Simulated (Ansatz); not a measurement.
## BN: symmetry broken, then relaxed

Theory: DFT r2SCAN, scalar-relativistic, plane waves, PAW in Ansatz. Settings: plane waves to 500 eV, k-mesh 10×10×10 (Γ-centred), Gaussian smearing 0.05 eV. No spin polarisation. Energies are free energies at this smearing, counted from the undisturbed cell; pressure is positive in compression.

Zero of the scan (relaxed at this level):

```xyz
2
Lattice="0.0000 1.8048 1.8048 1.8048 0.0000 1.8048 1.8048 1.8048 0.0000" Properties=species:S:1:pos:R:3 pbc="T T T"
B     0.0000    0.0000    0.0000
N     2.7072    2.7072    2.7072
```

The atoms are displaced (Å, in the unstrained cell):

| atom | ux | uy | uz |
| --- | --- | --- | --- |
| B1 | 0.141 | -0.031 | 0.041 |
| N2 | -0.141 | 0.031 | -0.041 |

Cell and atoms are then relaxed.

**Question.** Does the relaxation return to the undisturbed structure?

**Answer.** Yes (up to a choice of domain or origin): same space group and volume, and an energy 0.0 meV/atom from it. The disturbance itself cost 589.5 meV/atom. The final space group reads F-43m (tolerance 0.05 Å) and the volume changes by 0.01 %.

Final structure:

```
B N
1.0
     0.00000    1.80488    1.80488
     1.80488    0.00000    1.80488
     1.80488    1.80488    0.00000
B N
1 1
Direct
  0.00000 0.00000 0.00000
  0.75000 0.75000 0.75000
```

The relaxation, step by step (energy from the first step; small jumps at an unchanged geometry come where the plane waves are selected anew for the new cell):

```csv
step,ΔE (meV/atom),largest force component (eV/Å),pressure (GPa)
1,0.0,6.378,30.19
2,-326.2,4.119,5.09
3,-555.3,1.245,-6.60
4,-589.3,0.010,2.55
5,-589.5,0.000,0.10
6,-589.5,0.000,0.00
7,-589.5,0.000,-0.01
```

Frames along the relaxation (Å, eV/Å):

```xyz
2
Lattice="0.000 1.805 1.805 1.805 0.000 1.805 1.805 1.805 0.000" Properties=species:S:1:pos:R:3:forces:R:3 pbc="T T T" step=1
B     0.141   -0.031    0.041   -6.378    4.041   -4.024
N     2.566    2.738    2.666    6.377   -4.041    4.024
2
Lattice="0.007 1.893 1.892 1.788 0.070 1.829 1.819 1.861 0.039" Properties=species:S:1:pos:R:3:forces:R:3 pbc="T T T" step=2
B     0.092   -0.014    0.020   -4.119    1.904   -1.862
N     2.619    2.882    2.799    4.119   -1.904    1.862
2
Lattice="0.007 1.857 1.860 1.812 0.043 1.823 1.822 1.831 0.033" Properties=species:S:1:pos:R:3:forces:R:3 pbc="T T T" step=3
B     0.027    0.000    0.002   -1.245    0.082   -0.095
N     2.704    2.798    2.785    1.245   -0.082    0.095
2
Lattice="0.000 1.801 1.801 1.801 0.000 1.801 1.801 1.801 0.000" Properties=species:S:1:pos:R:3:forces:R:3 pbc="T T T" step=4
B     0.000    0.000    0.000    0.002    0.008   -0.010
N     2.702    2.701    2.702   -0.002   -0.008    0.010
2
Lattice="0.000 1.805 1.805 1.805 0.000 1.805 1.805 1.805 0.000" Properties=species:S:1:pos:R:3:forces:R:3 pbc="T T T" step=5
B     0.000    0.000    0.000    0.000    0.000    0.000
N     2.707    2.707    2.707    0.000    0.000    0.000
2
Lattice="0.000 1.805 1.805 1.805 0.000 1.805 1.805 1.805 0.000" Properties=species:S:1:pos:R:3:forces:R:3 pbc="T T T" step=6
B     0.000    0.000    0.000    0.000    0.000    0.000
N     2.707    2.707    2.707    0.000    0.000    0.000
2
Lattice="0.000 1.805 1.805 1.805 0.000 1.805 1.805 1.805 0.000" Properties=species:S:1:pos:R:3:forces:R:3 pbc="T T T" step=7
B     0.000    0.000    0.000    0.000    0.000    0.000
N     2.707    2.707    2.707    0.000    0.000    0.000
```